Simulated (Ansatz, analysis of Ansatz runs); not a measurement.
# Migration in La2NCl3 (Ibam): V_Cl hop (3.0 Å), charge +1, part 3 of 3

How high is the barrier when Cl changes place in La2NCl3 (Ibam)? The case: V_Cl hop (3.0 Å), charge +1, in a cell of 48 host atoms with 1 Cl taken out.

Ansatz 0.2.0; plane-wave PAW DFT, PBEsol; nudged elastic band between two relaxed defect structures at fixed charge in a uniform background.

So far: The structure; Relaxation of the start point, charge +1; Relaxation of the end point, charge +1; Nudged elastic band, charge +1.

### 4. Nudged elastic band, charge +1 (continued)

Track of the atom that was set to move:

| image | x (Å) | y (Å) | z (Å) | nearest neighbour | distance (Å) |
| --- | --- | --- | --- | --- | --- |
| 0 | 10.24 | 13.7 | 4.984 | La | 2.936 |
| 1 | 10.25 | 13.71 | 5.248 | La | 2.922 |
| 2 | 10.25 | 13.71 | 5.644 | La | 2.868 |
| 3 | 10.25 | 13.71 | 6.064 | La | 2.846 |
| 4 | 10.25 | 13.71 | 6.482 | La | 2.868 |
| 5 | 10.25 | 13.71 | 6.876 | La | 2.921 |
| 6 | 10.24 | 13.71 | 7.141 | La | 2.935 |

The band met its tolerance of 0.03 eV/Å after 7 iterations, with image 3 on top (the start counts as 0). Cl28, which moves farthest between the ends, has 4 La at 2.94 to 3.12 Å nearest at the start and 2 La at 2.85 Å at the top.

### 5. Single point at the start point, HSE06

A whole band with exact exchange would cost too much, so three single points on the path found stand in. The start is shown; top and end are run alike.

This step: plane-wave PAW DFT, HSE06; single point of a defect supercell on a structure of the PBEsol path.

File qp1.start.hse06/input.yaml:

```yaml
crystal:
  lattice:
    - [0.0, 13.70049667, 6.06962975]
    - [6.82924235, 0.0, 6.06962975]
    - [6.82924235, 13.70049667, 0.0]
  atoms:
    - { symbol: La, position: [0.13799337, 0.86390244, 0.45607498] }
    - { symbol: La, position: [0.37875146, 0.11634266, 0.72382028] }
    - { symbol: La, position: [0.63606677, 0.36473697, 0.95790016] }
    - { symbol: La, position: [0.89395928, 0.61737827, 0.19818452] }
    - { symbol: La, position: [0.11761276, 0.39397149, 0.79061189] }
    - { symbol: La, position: [0.36385482, 0.63769709, 0.04246105] }
    - { symbol: La, position: [0.61648704, 0.87868521, 0.28131047] }
    - { symbol: La, position: [0.86466399, 0.13571777, 0.54174387] }
    - { symbol: La, position: [0.03204237, 0.97421734, 0.86581599] }
    - { symbol: La, position: [0.29274775, 0.20896908, 0.11367295] }
    - { symbol: La, position: [0.54112291, 0.44862033, 0.36706821] }
    - { symbol: La, position: [0.79340576, 0.70706631, 0.61289398] }
    - { symbol: La, position: [0.20711458, 0.29316177, 0.38695935] }
    - { symbol: La, position: [0.4743638, 0.53197517, 0.62815929] }
    - { symbol: La, position: [0.70895661, 0.79252047, 0.88498433] }
    - { symbol: La, position: [0.94875386, 0.04103295, 0.14342285] }
    - { symbol: "N", position: [0.12255137, 0.1281532, 0.87762681] }
    - { symbol: "N", position: [0.3748728, 0.37616949, 0.12536221] }
    - { symbol: "N", position: [0.62817158, 0.62249472, 0.37193586] }
    - { symbol: "N", position: [0.87635887, 0.8746581, 0.62387611] }
    - { symbol: "N", position: [0.12513824, 0.12588604, 0.37418152] }
    - { symbol: "N", position: [0.3774004, 0.3732936, 0.62686161] }
    - { symbol: "N", position: [0.62595007, 0.6250841, 0.87500129] }
    - { symbol: "N", position: [0.87343872, 0.87720281, 0.12276329] }
    - { symbol: Cl, position: [0.12569275, 0.62533549, 0.37476232] }
    - { symbol: Cl, position: [0.62569266, 0.12538792, 0.8747481] }
    - { symbol: Cl, position: [0.87526742, 0.37516699, 0.124866] }
    - { symbol: Cl, position: [0.16065731, 0.66054549, 0.83957771] }
    - { symbol: Cl, position: [0.3756568, 0.87577813, 0.12427697] }
    - { symbol: Cl, position: [0.58976184, 0.08970738, 0.41041643] }
    - { symbol: Cl, position: [0.87530379, 0.3753509, 0.62463678] }
    - { symbol: Cl, position: [0.05843846, 0.44755979, 0.24280339] }
    - { symbol: Cl, position: [0.31546578, 0.69115979, 0.49082255] }
    - { symbol: Cl, position: [0.55466941, 0.93976536, 0.75043542] }
    - { symbol: Cl, position: [0.79341988, 0.19531138, 1.01316239] }
    - { symbol: Cl, position: [0.19194664, 0.81605647, 0.00217552] }
    - { symbol: Cl, position: [0.43902092, 0.05371295, 0.25626562] }
    - { symbol: Cl, position: [0.69634082, 0.29417018, 0.49741579] }
    - { symbol: Cl, position: [0.94672106, 0.55738158, 0.75241277] }
    - { symbol: Cl, position: [0.00652236, 1.00136476, 0.68877017] }
    - { symbol: Cl, position: [0.24844742, 0.26333967, 0.94535249] }
    - { symbol: Cl, position: [0.50256451, 0.49380612, 0.19656348] }
    - { symbol: Cl, position: [0.75317536, 0.74082902, 0.44093587] }
    - { symbol: Cl, position: [0.24095422, 0.25315164, 0.56527561] }
    - { symbol: Cl, position: [0.50148037, 0.50639257, 0.80361625] }
    - { symbol: Cl, position: [0.76348848, 0.74834961, 0.04310399] }
    - { symbol: Cl, position: [0.99373897, 0.00226944, 0.30748246] }
total_charge: 1
basis:
  ecutwfc: 420
  xc_grid: 2
hamiltonian:
  xc: hse06
kpoints:
  mp_grid: { grid: [1, 1, 1] }
scf:
  occupations: { method: fixed }
  max_iter: 60
output:
  forces: true
  eigenvalues: true
checkpoint:
  write: "../qp1.start.hse06.run"
  compress: false
  write_wavefunctions: false
  write_every: 100000
```

The run is started by

```
ansatz run input.yaml --threads 8 --pin off --max-ram 14131MiB --backend cpu --events-out ev --progress --plain --runs-dir out
```

Numbers of over 12 decimals in the logs are rounded to 6 here.

The log of the run:

```text
[...]
exact exchange: scf.exx.singularity resolves to wigner_seitz, which cuts the screened interaction at the faces of the exchange supercell's Wigner-Seitz cell, so that each pair interacts once, at the shortest of its separations (the periodic images that this [...]
[...]
davidson cushion auto → on  (no smearing: the cushion is to keep the highest requested band from converging to the state above it; pin scf.eigensolver.cushion to override)
Crystal: 47 atoms, lattice volume = 1135.798 Å³
Basis set: ecut = 420 eV, 22167 PW (Γ), exchange–correlation on 216×128×216 points (8 copies of the dense FFT grid, shifted against one another)
Bands: 235, of which v1, the nominal top of the filled ones, is band 188 counted from 1 (187 counted from 0)
Symmetry: 1 space group operations
[...]
k-points: 1
[...]
SCF iter   1: F=—  HF=-128013.065826 eV  |F-HF|=—  |Δ(HF+E_count)|=         —  Δρ=3.36e-3  dr2=2.88e-1  ethr=1.77e-3  ⟨swp⟩=8.0  Hψ=1229  notcnv=0
[...]
E sigma→0 (E₀):  -128103.904411 eV
Fermi energy:    6.284946 eV
[...]
--- Forces (eV/Å), atoms counted from 1 ---
  atom   1  La     0.04307309    -0.08377204    -0.00978051
  atom   2  La    -0.00236676    -0.10788823    -0.02611095
  [... 2 atoms left out ...]
  atom   5  La    -0.03362953     0.07319036     0.00624492
  [... 3 atoms left out ...]
  atom   9  La    -0.00297890     0.10889005     0.02634371
  [... 4 atoms left out ...]
  atom  14  La     0.00310888    -0.10830290     0.02621892
  [... 2 atoms left out ...]
  atom  17  N     -0.04295279    -0.00162760    -0.00168736
  [... 1 atom left out ...]
  atom  19  N      0.04319338     0.00151376    -0.00180604
  [... 2 atoms left out ...]
  atom  22  N     -0.00229611    -0.00147605     0.00079165
  [... 1 atom left out ...]
  atom  24  N      0.00091078     0.00091037     0.00191469
  [... 3 atoms left out ...]
  atom  28  Cl     0.00000305     0.00012007     0.05783302
  [... 4 atoms left out ...]
  atom  33  Cl     0.08059146    -0.04820341     0.00156131
  [... 2 atoms left out ...]
  atom  36  Cl    -0.08057809     0.04725241    -0.00006667
  [... 11 atoms left out ...]
  max |Σ_I F_I| component: 2.98e-5 eV/Å
--- Band table (eV) ---
[...]
[key lines of the parts left out:]
Free energy (F): -128103.904411 eV
```

The job ended after 2.1 min (8 threads of Arm Neoverse V2, shared host; peak memory 3.3 GiB).

Read from the output:

- free energy: -128103.9044 eV

### 6. Barrier from single points, HSE06

Analysis of the runs above: barrier from HSE06 single points on the PBEsol path.

It gives:

```
barrier forward  : 0.2079 eV
barrier backward : 0.2082 eV
end less start   : -3.23e-4 eV
```

This gives 0.208 eV against the band's 0.220 eV.

### 7. Saddle search from image 2

A minimum-mode search from an image of the band needs no end points, and checks the top by another method.

This step: plane-wave PAW DFT, PBEsol; minimum-mode saddle search in a defect supercell, started from an image of the band.

File qp1.saddle/input.yaml:

```yaml
crystal:
  lattice:
    - [0.0, 13.70049667, 6.06962975]
    - [6.82924235, 0.0, 6.06962975]
    - [6.82924235, 13.70049667, 0.0]
  atoms:
    - { symbol: La, position: [0.13644627, 0.86205121, 0.45724188] }
    - { symbol: La, position: [0.37654912, 0.10967117, 0.72156435] }
    - { symbol: La, position: [0.63460728, 0.36364216, 0.95961172] }
    - { symbol: La, position: [0.89769078, 0.62594263, 0.19718593] }
    - { symbol: La, position: [0.12607833, 0.39721432, 0.77946587] }
    - { symbol: La, position: [0.36207735, 0.63604784, 0.0447209] }
    - { symbol: La, position: [0.61004659, 0.87655346, 0.29235793] }
    - { symbol: La, position: [0.86360979, 0.13414205, 0.54264703] }
    - { symbol: La, position: [0.02117659, 0.98270386, 0.87103249] }
    - { symbol: La, position: [0.29200596, 0.20717454, 0.11439786] }
    - { symbol: La, position: [0.5511809, 0.44925283, 0.35917396] }
    - { symbol: La, position: [0.79147534, 0.70592178, 0.61490901] }
    - { symbol: La, position: [0.20593057, 0.29114856, 0.38809096] }
    - { symbol: La, position: [0.48311635, 0.5209948, 0.62510435] }
    - { symbol: La, position: [0.70721265, 0.7917014, 0.88681848] }
    - { symbol: La, position: [0.94933412, 0.05112144, 0.1406989] }
    - { symbol: "N", position: [0.12082385, 0.13231462, 0.87686702] }
    - { symbol: "N", position: [0.3739701, 0.3740562, 0.12705028] }
    - { symbol: "N", position: [0.63256207, 0.62063355, 0.37010168] }
    - { symbol: "N", position: [0.87436492, 0.8736287, 0.62523042] }
    - { symbol: "N", position: [0.12417178, 0.12419266, 0.375155] }
    - { symbol: "N", position: [0.38219939, 0.36954525, 0.62175466] }
    - { symbol: "N", position: [0.62436956, 0.62400549, 0.87668666] }
    - { symbol: "N", position: [0.86984178, 0.88193254, 0.12675928] }
    - { symbol: Cl, position: [0.12408633, 0.62362303, 0.37645887] }
    - { symbol: Cl, position: [0.62436383, 0.12398722, 0.87613088] }
    - { symbol: Cl, position: [0.89376749, 0.39370141, 0.10633642] }
    - { symbol: Cl, position: [0.21495903, 0.71491668, 0.78575905] }
    - { symbol: Cl, position: [0.37434702, 0.87444886, 0.125589] }
    - { symbol: Cl, position: [0.60004944, 0.09986465, 0.40025958] }
    - { symbol: Cl, position: [0.87388904, 0.37400095, 0.62598163] }
    - { symbol: Cl, position: [0.06121753, 0.44863337, 0.24082881] }
    - { symbol: Cl, position: [0.31817342, 0.68197371, 0.48603965] }
    - { symbol: Cl, position: [0.55125432, 0.93735377, 0.75181754] }
    - { symbol: Cl, position: [0.78691117, 0.20696973, 1.02117009] }
    - { symbol: Cl, position: [0.18250991, 0.8188237, 0.01398955] }
    - { symbol: Cl, position: [0.43661525, 0.05018648, 0.26082408] }
    - { symbol: Cl, position: [0.70828466, 0.28771905, 0.48413513] }
    - { symbol: Cl, position: [0.94788309, 0.56000692, 0.75058035] }
    - { symbol: Cl, position: [0.00064529, 0.99935272, 0.69244033] }
    - { symbol: Cl, position: [0.25490233, 0.25819882, 0.93901633] }
    - { symbol: Cl, position: [0.50265197, 0.49596248, 0.19603477] }
    - { symbol: Cl, position: [0.74466754, 0.74094702, 0.44923787] }
    - { symbol: Cl, position: [0.2412268, 0.24443216, 0.56529378] }
    - { symbol: Cl, position: [0.49922381, 0.50056153, 0.80802082] }
    - { symbol: Cl, position: [0.75851348, 0.75509605, 0.04797203] }
    - { symbol: Cl, position: [0.99563025, 0.00222804, 0.30609328] }
total_charge: 1
basis:
  ecutwfc: 420
  xc_grid: 2
hamiltonian:
  xc: pbesol
kpoints:
  mp_grid: { grid: [1, 1, 1] }
scf:
  occupations: { method: fixed }
  max_iter: 60
output:
  forces: true
saddle:
  mode_guess:
    - [-0.0035, -0.0018, 0.0135]
    - [-0.0586, -0.0527, -0.0942]
[... 1 atom line left out ...]
    - [0.0707, 0.0528, -0.0461]
    - [-0.0704, -0.0505, -0.0458]
[... 1 atom line left out ...]
    - [0.0575, 0.0533, -0.0913]
[... 1 atom line left out ...]
    - [0.0493, -0.0451, -0.0649]
[... 4 atom lines left out ...]
    - [-0.0503, 0.0465, -0.0655]
[... 2 atom lines left out ...]
    - [0.0118, -0.025, -0.0398]
[... 1 atom line left out ...]
    - [-0.0109, 0.0263, -0.0397]
[... 2 atom lines left out ...]
    - [-0.0297, -0.0127, -0.0479]
[... 1 atom line left out ...]
    - [0.0282, 0.0146, -0.0479]
[... 3 atom lines left out ...]
    - [0.0009, 0.0019, 0.9219]
[... 4 atom lines left out ...]
    - [-0.05, -0.0222, -0.0296]
[... 2 atom lines left out ...]
    - [0.0513, 0.0245, -0.0281]
[... 10 atom lines left out ...]
    - [-0.0046, 0.0055, 0.0113]
  f_tol: 0.03
  max_steps: 40
  order_check: false
```

The log of the run:

```text
[...]
Warning: saddle: disabling space-group detection — the unstable mode generally breaks the start geometry's symmetry, and a symmetrised force would hide it, so no spatial operation reduces the k-mesh or symmetrises the density; [...]
[...]
saddle search: every force call converges dr2 to 1.0e-10 eV
Crystal: 47 atoms, lattice volume = 1135.798 Å³
Basis set: ecut = 420 eV, 22167 PW (Γ), exchange–correlation on 216×128×216 points (8 copies of the dense FFT grid, shifted against one another)
Bands: 235, of which v1, the nominal top of the filled ones, is band 188 counted from 1 (187 counted from 0)
Symmetry: 1 space group operations
k-points: 1
[...]
SCF iter   1: F=—  HF=-126119.307275 eV  |F-HF|=—  |Δ(HF+E_count)|=         —  Δρ=5.79e-3  dr2=5.73e-1  ethr=1.77e-3  ⟨swp⟩=6.0  Hψ=772  notcnv=0  defer=42
[...]
- { symbol: Cl, position: [0.624113, 0.123716, 0.876415] }
    - { symbol: Cl, position: [0.896592, 0.396497, 0.103548] }
    - { symbol: Cl, position: [0.249330, 0.749160, 0.750903] }
    - { symbol: Cl, position: [0.374036, 0.874122, 0.125920] }
    - { symbol: Cl, position: [0.602022, 0.101774, 0.398320] }
    - { symbol: Cl, position: [0.873563, 0.373617, 0.626388] }
    - { symbol: Cl, position: [0.061373, 0.448215, 0.241234] }
[...]
- { symbol: Cl, position: [0.242074, 0.241820, 0.564414] }
    - { symbol: Cl, position: [0.498594, 0.499226, 0.809035] }
    - { symbol: Cl, position: [0.756357, 0.756147, 0.050123] }
    - { symbol: Cl, position: [0.995858, 0.002076, 0.305982] }
  unstable mode:
  mode_guess:
    - [0.00062711, -0.00106229, -0.00320045]
    - [-0.06261252, -0.05125149, -0.10246740]
    - [0.00133352, 0.00231434, 0.00174795]
    - [0.06208364, 0.05241832, -0.08861101]
    - [-0.06254141, -0.05180006, -0.08853764]
[...]
- [-0.05462730, 0.00007416, -0.03241718]
    - [-0.00215850, 0.00221175, -0.03025007]
    - [0.05690572, -0.00074096, -0.01703509]
    - [-0.00263398, 0.00001111, -0.00469614]
[key lines of the parts left out:]
SCF converged after 10 iterations
Free energy (F): -126119.110217 eV
Fermi energy:    6.771994 eV
```

Run time: 3.7 min. Hardware: 8 threads; peak memory 1.4 GiB.

Numbers from this step:

- free energy: -126119.1102 eV
- barrier forward: 0.2196 eV
- barrier of band: 0.2197 eV

This gives 0.220 eV against the band's 0.220 eV: both methods end at the same energy.

### 8. Results

```yaml
barrier_forward: 0.22 eV
barrier_backward: 0.22 eV
end_less_start: 0.00 eV
hop_length: 2.16 Å
band_iterations_as_the_log_counts_them: 7
barrier_from_single_points_hse06: 0.21 eV
saddle_search_from_image_2: 0.22 eV
```

In words: The top of the band lies 0.22 eV above the start and 0.22 eV above the end, which are alike in energy and neighbours. With an assumed prefactor of 1e13 per second it gives one hop a second along this one path at about 90 K; whether such hops link up through the crystal wasn't checked. At the top Cl28 stands 2.85 Å from its nearest La, 0.09 Å closer than at the start. Across functionals on this path (PBEsol 0.220 and HSE06 0.208 eV) the forward values spread by 0.012 eV. No image-charge correction is applied; it largely cancels along a path if the charge stays localised alike. What this leaves open: sampling at the zone centre alone can move energies of charged and open-shell states by tenths of an eV or more in cells of this size; spin–orbit coupling, which can matter with heavy atoms, is left out.

[Logs are printed without paths, hosts, clocks, repeated set-up lines and the standing remarks that a program may print on its own settings, such as how far it seeks lower states.]

[Hosts, paths, dates, database ids (printed as entryN), source tags and the programs' standing remarks are cut or masked in the printed files.]
